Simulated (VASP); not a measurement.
# WSe2 in VASP: notebook, part 2 of 2

VASP 6.6.1. Earlier steps stand in the parts before.

## 3. Single point, PBE

Input file INCAR:

```
  PREC = Accurate
  ENCUT = 500
  EDIFF = 1E-7
  ISMEAR = 0
  SIGMA = 0.05
  LREAL = F
  LASPH = T
  NELM = 60
  ALGO = Fast
  ISIF = 2
  LWAVE = F
  LCHARG = F
  LDIPOL = T
  IDIPOL = 3
  DIPOL = 0.5 0.5 0.500
  GGA = PE
  LVHAR = T
  LVACPOTAV = T
```

Input file KPOINTS:

```
Automatic mesh
0
Gamma
  18 18 1
```

Input file POSCAR:

```
WSe2                                    
1.0
    3.3222546888      0.0000000002     -0.0000000000
   -1.6611273393      2.8771569606      0.0000000000
   -0.0000000000      0.0000000000     21.2687574383
  W               Se            
     1     2
Direct
     0.6666666699999979    0.3333333300000021    0.5000080266473645
     0.3333333300000021    0.6666666699999979    0.5789981426509797
     0.3333333300000021    0.6666666699999979    0.4210178984016524
```

Potentials or basis: VASP PAW PBE potentials, release 64 (W, Se).

Command:

```bash
> cat potpaw_PBE.64/W/POTCAR potpaw_PBE.64/Se/POTCAR > POTCAR
> mpirun -np 1 vasp_std > vasp.out
```

OUTCAR:

```text
PREC = Accurate
   ENCUT = 500
   EDIFF = 1E-7
   ISMEAR = 0
   LREAL = F
   LASPH = T
   NELM = 60
   ISIF = 2
   GGA = PE

 ion  position               nearest neighbor table
   1  0.667  0.333  0.500-   2 2.55   2 2.55   2 2.55   3 2.55   3 2.55   3 2.55
   2  0.333  0.667  0.579-   1 2.55   1 2.55   1 2.55
   3  0.333  0.667  0.421-   1 2.55   1 2.55   1 2.55

  LATTYP: Found a hexagonal cell.
 ALAT       =     3.3222546888
 C/A-ratio  =     6.4019045590

  Lattice vectors:

 A1 = (   3.3222546888,   0.0000000002,   0.0000000000)
 A2 = (  -1.6611273393,   2.8771569606,   0.0000000000)
 A3 = (   0.0000000000,   0.0000000000,  21.2687574383)

Analysis of symmetry for initial positions (statically):
=====================================================================
 Subroutine PRICEL returns:
 Original cell was already a primitive cell.

 Routine SETGRP: Setting up the symmetry group for a
 hexagonal supercell.

 Subroutine GETGRP returns: Found 12 space group operations
 (whereof  6 operations were pure point group operations)
 out of a pool of 24 trial point group operations.

The static configuration has the point symmetry C_3v.
 The point group associated with its full space group is D_3h.

Analysis of symmetry for dynamics (positions and initial velocities):
=====================================================================
 Subroutine PRICEL returns:
 Original cell was already a primitive cell.

 Routine SETGRP: Setting up the symmetry group for a
 hexagonal supercell.

 Subroutine GETGRP returns: Found 12 space group operations
 (whereof  6 operations were pure point group operations)
 out of a pool of 24 trial point group operations.

The dynamic configuration has the point symmetry C_3v.
 The point group associated with its full space group is D_3h.

 Subroutine INISYM returns: Found 12 space group operations
 (whereof  6 operations are pure point group operations),
 and found     1 'primitive' translations

----------------------------------------------------------------------------------------

                                     Primitive cell

  volume of cell :     203.3006

  direct lattice vectors                    reciprocal lattice vectors
     3.322254689  0.000000000  0.000000000     0.301000403  0.173782663  0.000000000
    -1.661127339  2.877156961  0.000000000    -0.000000000  0.347565327  0.000000000
     0.000000000  0.000000000 21.268757438     0.000000000  0.000000000  0.047017321

  length of vectors
     3.322254689  3.322254688 21.268757438     0.347565327  0.347565327  0.047017321

  position of ions in fractional coordinates (direct lattice)
     0.666666670  0.333333330  0.500008027
     0.333333330  0.666666670  0.578998143
     0.333333330  0.666666670  0.421017898

  ion indices of the primitive-cell ions
   primitive index   ion index
                 1           1
                 2           2
                 3           3

----------------------------------------------------------------------------------------

 KPOINTS: Automatic mesh

Automatic generation of k-mesh.
[... 53 lines left out ...]
   ions per type =               1   2
   NGX,Y,Z   is equivalent  to a cutoff of  12.01, 12.01, 12.51 a.u.
   NGXF,Y,Z  is equivalent  to a cutoff of  24.02, 24.02, 25.01 a.u.
 SYSTEM =  unknown system
   PREC   = accura    normal or accurate (medium, high low for compatibility)
   ISTART =      0    job   : 0-new  1-cont  2-samecut
   ICHARG =      2    charge: 1-file 2-atom 10-const
   ISPIN  =      1    spin polarized calculation?
   LNONCOLLINEAR =      F non collinear calculations
   LSORBIT =      F    spin-orbit coupling
   LASPH  =      T    aspherical Exc in radial PAW
   ENCUT  =  500.0 eV  36.75 Ry    6.06 a.u.   6.06  6.06 38.78*2*pi/ulx,y,z
   NELM   =     60;   NELMIN=  2; NELMDL= -5     # of ELM steps
   EDIFF  = 0.1E-06   stopping-criterion for ELM
   LREAL  =      F    real-space projection
   EDIFFG = 0.1E-05   stopping-criterion for IOM
   NSW    =      0    number of steps for IOM
   IBRION =     -1    ionic relax: 0-MD 1-quasi-New 2-CG
   NFREE  =      0    steps in history (QN), initial steepest desc. (CG)
   ISIF   =      2    stress and relaxation
   ISYM   =      2    0-nonsym 1-usesym 2-fastsym
   POTIM  = 0.5000    time-step for ionic-motion
   TEBEG  =    0.0;   TEEND  =   0.0 temperature during run
   PSTRESS=    0.0 pullay stress
   NELECT =      18.0000    total number of electrons
   NUPDOWN=      -1.0000    fix difference up-down
   EMIN   =  10.00;   EMAX   =-10.00  energy-range for DOS
   EFERMI =   0.00;   METHOD = LEGACY
   ISMEAR =     0;   SIGMA  =   0.05  broadening in eV -4-tet -1-fermi 0-gaus
   EFERMI_NEDOS =   21; number of points for ismear=-14 and -15
   IALGO  =     68    algorithm
   IMIX   =      4    mixing-type and parameters
     AMIX     =   0.40;   BMIX     =  1.00
     AMIX_MAG =   1.60;   BMIX_MAG =  1.00
  volume/ion in A,a.u.               =      67.77       457.31
  Fermi-wavevector in a.u.,A,eV,Ry     =   0.729658  1.378854  7.243757  0.532401
  Thomas-Fermi vector in A             =   1.821435
   LORBIT       =      0    0 simple, 1 ext, 2 COOP (PROOUT), +10 PAW based schemes
   GGA     = PE    functional components
   LHFCALC =     F    Hartree Fock is set to
   AEXX    =    0.0000 exact exchange contribution
   IVDW    =     0    specifies the selected vdW correction
   LEPSILON=     F    determine dielectric tensor
   LRPA    =     F    only Hartree local field effects (RPA)
 non-spin polarized calculation
 RMM-DIIS sequential band-by-band and
 Gauss-broadening in eV      SIGMA  =   0.05
  energy-cutoff  :      500.00
  volume of cell :      203.30
 maximum number of plane-waves:      5224
   NGX = 13   NGY = 13   NGZ = 77

 dipolmoment           0.000000      0.000000     -0.000000 electrons x Angstroem

 number of electron      17.9999999 magnetization

 dipolmoment           0.000000      0.000000      0.000002 electrons x Angstroem

 Free energy of the ion-electron system (eV)
  ---------------------------------------------------
  ext. energy  EPLUGINS =         0.00000000
  ---------------------------------------------------
  free energy    TOTEN  =       -21.67553937 eV

  energy without entropy =      -21.67553937  energy(sigma->0) =      -21.67553937

 E-fermi :  -1.8082     XC(G=0):  -3.7104

 val. band max:       -2.0767495318   @ k =   0.3333   0.3333   0.0000
 cond. band min:      -0.5420778111   @ k =   0.3333   0.3333   0.0000
 fundamental gap:      1.5346717207
 Fermi energy:        -1.8081719586

 k-point     1 :       0.0000    0.0000    0.0000
  band No.  band energies     occupation
      1     -16.7376      2.00000
      2     -15.5579      2.00000
      3      -8.1692      2.00000
      4      -4.4031      2.00000
      5      -4.4031      2.00000
      6      -4.2070      2.00000
      7      -3.3027      2.00000
      8      -3.3027      2.00000
      9      -2.4052      2.00000
     10       0.8210      0.00000
     11       0.8223      0.00000
     12       0.9809      0.00000
     13       0.9817      0.00000
[... 354 lines left out ...]
  band No.  band energies     occupation
      1     -14.8796      2.00000
      2     -14.5914      2.00000
      3      -8.0379      2.00000
      4      -7.0294      2.00000
      5      -6.1604      2.00000
      6      -5.1881      2.00000
      7      -4.1168      2.00000
      8      -4.1053      2.00000
      9      -2.6327      2.00000
     10       0.1467      0.00000
     11       0.5805      0.00000
     12       1.4589      0.00000
     13       2.0100      0.00000

 [... further k-points ...]

------------------------ aborting loop because EDIFF is reached ----------------------------------------

  FORCE on cell =-STRESS in cart. coord.  units (eV):
  Direction    XX          YY          ZZ          XY          YZ          ZX
  --------------------------------------------------------------------------------------
  -------------------------------------------------------------------------------------
  Total       -0.2818677     -0.2818677     -0.3238463     -0.0000000      0.0000000      0.0000000
  in kB       -2.2213516     -2.2213516     -2.5521776     -0.0000000      0.0000000      0.0000000
  external PRESSURE =      -2.3316269 kB  Pullay stress =       0.0000000 kB

 VOLUME and BASIS-vectors are now :
 -----------------------------------------------------------------------------
  energy-cutoff  :      500.00
  volume of cell :      203.30
      direct lattice vectors                 reciprocal lattice vectors
     3.322254689  0.000000000  0.000000000     0.301000403  0.173782663  0.000000000
    -1.661127339  2.877156961  0.000000000    -0.000000000  0.347565327  0.000000000
     0.000000000  0.000000000 21.268757438     0.000000000  0.000000000  0.047017321

 POSITION                                       TOTAL-FORCE (eV/Angst)
 -----------------------------------------------------------------------------------
      1.66113      0.95905     10.63455         0.000000     -0.000000      0.000000
     -0.00000      1.91810     12.31457        -0.000000     -0.000000     -0.092839
     -0.00000      1.91810      8.95453        -0.000000      0.000000      0.092839
 -----------------------------------------------------------------------------------
    total drift:                                0.000013     -0.000007      0.000188

  FREE ENERGIE OF THE ION-ELECTRON SYSTEM (eV)
  ---------------------------------------------------
  free  energy   TOTEN  =       -21.6755393720 eV

  energy  without entropy=      -21.6755393720  energy(sigma->0) =      -21.67553937

 vacuum level on the upper side and lower side of the slab         3.023         3.023
```

OSZICAR:

```text
N       E                     dE             d eps       ncg     rms          rms(c)
DAV:   1     0.129187984362E+03    0.12919E+03   -0.59925E+03   962   0.986E+02
DAV:   2    -0.788418463536E+01   -0.13707E+03   -0.13061E+03  1675   0.179E+02
DAV:   3    -0.224376121086E+02   -0.14553E+02   -0.14431E+02  1277   0.726E+01
[... 17 lines left out ...]
RMM:  21    -0.216755378598E+02   -0.63008E-06   -0.70799E-08   720   0.102E-03    0.114E-03
RMM:  22    -0.216755389624E+02   -0.11026E-05   -0.33037E-08   594   0.771E-04    0.169E-04
RMM:  23    -0.216755392324E+02   -0.27001E-06   -0.10384E-08   450   0.600E-04    0.120E-04
RMM:  24    -0.216755393457E+02   -0.11329E-06   -0.35689E-09   328   0.472E-04    0.205E-04
RMM:  25    -0.216755393720E+02   -0.26272E-07   -0.16138E-09   270   0.442E-04
   1 F= -.21675539E+02 E0= -.21675539E+02  d E =-.512786E-16
```

Run time: 2.2 min. Hardware: 1 thread of Intel Xeon Platinum 8488C (Sapphire Rapids), shared host; peak memory 0.34 GiB.

Results:

```
Free energy                            : -21.6755 eV
Largest force                          : 0.093 eV/Å
Band gap on the k mesh                 : 1.53 eV, direct
Ionisation potential of the upper face : 5.10 eV
```

Forces in eV/Å, atoms in the order of the input:
```
W    0.000  0.000  0.000
Se   0.000  0.000 -0.093
Se   0.000  0.000  0.093
```

Levels at points of the mesh, in eV from the valence-band top:
| k point | band 7 | band 8 | band 9 | band 10 | band 11 | band 12 |
| --- | --- | --- | --- | --- | --- | --- |
| (0.00, 0.00, 0.00) | -1.23 | -1.23 | -0.33 | 2.90 | 2.90 | 3.06 |
| (0.50, 0.00, 0.00) | -2.11 | -0.97 | -0.93 | 2.31 | 2.68 | 3.68 |

Caveat: spin-orbit coupling is left out, which moves the levels of the heavy elements. PBE gaps usually lie below the measured ones, often by a third to a half.
